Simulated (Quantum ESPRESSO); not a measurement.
# TiAl3 in Quantum ESPRESSO: the effect of dispersion

TiAl3:

```
CELL_PARAMETERS angstrom
-1.91111 1.91111 4.28067
1.91111 -1.91111 4.28067
1.91111 1.91111 -4.28067
ATOMIC_POSITIONS crystal
Ti 0.00000 0.00000 0.00000
Al 0.25000 0.75000 0.50000
Al 0.75000 0.25000 0.50000
Al 0.50000 0.50000 0.00000
```

The cell comes from a database or a generator and needn't be the stable form of this composition.

Alike in all runs:

| Item | Value |
| --- | --- |
| Program | Quantum ESPRESSO 7.5 |
| Task | phonons |
| Potentials or basis | GBRV 1.5 PBE |
| Cutoff | 612 eV |
| Density cutoff | 4898 eV |
| k mesh | 7 × 7 × 7 |
| Occupations | cold, width 0.2 eV |
| Spin | no spin polarisation |

Each run relaxes the cell or the atoms first.

```tsv
dispersion	functional	relaxed volume (Å³/atom)	highest phonon frequency (cm⁻¹)
none	PBE	15.91	346
D2	PBE	15.68	348
D3(BJ) two-body	PBE	?	?
rVV10	rPW86PBE	15.85	354
rev-vdW-DF2	rev-vdW-DF2	15.76	348
```

Q: What does the run with dispersion D3(BJ) two-body give?

A: Relaxed volume 15.27 Å³/atom; highest phonon frequency 366 cm⁻¹.

Caveats: pairwise dispersion overbinds metals, which lowers pressure and volume (some runs); the potentials were made for another functional, which shifts forces and pressure (some runs).
